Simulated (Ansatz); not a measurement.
**TiO2 (I4_1/amd) under several functionals**

**The experiment to reproduce.**

A printed reference work, textbook reports, for a bulk crystal of TiO2: lattice constant a 3.7842 Å; lattice constant c 9.5146 Å.

Plane-wave DFT in Ansatz with scalar-relativistic PAW potentials. The same structure was relaxed (cell and atoms, symmetry kept) in separate runs at each level; U_eff on d shells: Ti 4 eV. No spin polarisation.

| level | cutoff (eV) | k mesh | V (Å³/atom) | a (Å) | c (Å) | gap (eV) |
| --- | --- | --- | --- | --- | --- | --- |
| PBEsol | 420 | 10×10×10 | 11.311 | 3.771 | 9.546 | 2.12 |
| PBE+D3(BJ) | 420 | 10×10×10 | 11.441 | 3.787 | 9.571 | 2.12 |
| PBE | 420 | 10×10×10 | 11.664 | 3.799 | 9.697 | 2.13 |
| PBE+U | 420 | 8×8×8 | 11.876 | 3.818 | 9.777 | 2.65 |

**Question.** Where does r2SCAN (500 eV, k mesh 8×8×8) fall?

**Answer.** V (Å³/atom) 11.398, a (Å) 3.778, c (Å) 9.583, gap (eV) 2.57. Its volume is between those of PBEsol and PBE+D3(BJ). The usual order of volumes, PBEsol < PBE, holds here (11.311, 11.664 Å³/atom). As a rule PBEsol, built on the gradient expansion of slowly varying densities, lies between LDA and PBE; PBE's stronger gradient term for exchange weakens bonds. Adding D3 to PBE changes the volume by -1.9 %; the term is attractive, so it pulls cells in. In ionic crystals its C6 for cations, set by coordination number and not by charge, is often too large, so it can pull in too far. The Hubbard U changes PBE's volume by 1.8 %; as a rule localising d electrons weakens their share of the bonding and swells the cell. r2SCAN lies 2.3 % under PBE in volume. Each gap belongs to its own cell, so it mixes the functional's effect with that of the volume; gaps are the least found on the k mesh or on a band path.

For PBE: Against the measured lattice constant a of TiO2, 3.7842 Å (a printed reference work, textbook), the calculated 3.799 Å is off by +0.4 %. Against the measured lattice constant c of TiO2, 9.5146 Å (a printed reference work, textbook), the calculated 9.697 Å is off by +1.9 %. The calculations are for 0 K without zero-point motion.